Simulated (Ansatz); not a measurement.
## Tc (bcc): a workflow

Computed with Ansatz (plane waves, PAW, 600 eV cutoff): r²SCAN, scalar-relativistic, no spin polarisation, Γ-centred 20×20×20 mesh, 0.05 eV Gaussian smearing; PAW files: Ansatz's generated set soft_2.

At room temperature and ambient pressure Tc is hcp.

The first cell:

```
CELL_PARAMETERS angstrom
-1.52862 1.52862 1.52862
1.52862 -1.52862 1.52862
1.52862 1.52862 -1.52862
ATOMIC_POSITIONS crystal
Tc 0.00000 0.00000 0.00000
```

The runs in order:

```tsv
run	level	k-mesh	kind	V (Å³/atom)	P (GPa)	E − E(final) (meV/atom)	gap on the mesh (eV)
1	PBE	10×10×10	fixed cell	14.29	7.0	–	metal
2	PBE	10×10×10	fixed cell	14.95	-6.4	–	metal
3	PBE	10×10×10	fixed cell	14.61	0.0	–	metal
4	r²SCAN	20×20×20	fixed cell	14.61	-4.7	3.4	metal
5	r²SCAN	20×20×20	fixed cell	14.15	5.3	3.8	metal
6	r²SCAN	20×20×20	fixed cell	14.39	0.0	0.0	metal
```

Cell and atoms are those of this level's equilibrium.

The final structure (symmetry read at 0.01 Å). Symmetry: Im-3m, No. 229, cubic system. Conventional cell: a = 3.064 Å, b = 3.064 Å, c = 3.064 Å, α = 90.00°, β = 90.00°, γ = 90.00°. Tc (site symmetry m-3m) has 8 Tc at 2.65 Å as nearest neighbours. (Neighbours are counted to 15 % beyond the shortest distance.)

```
atom  site  symmetry       x       y       z
  Tc    2a      m-3m  0.0000  0.0000  0.0000
```

- At the final geometry the gap, band path included, is zero (metallic).

**Reading the result.**

The calculation's cell holds 15 valence electrons, an odd number. Without magnetic order each band takes two, so one stays part-filled and the crystal must be a metal. (Only strong correlation, outside this picture, could make a Mott insulator of it.)
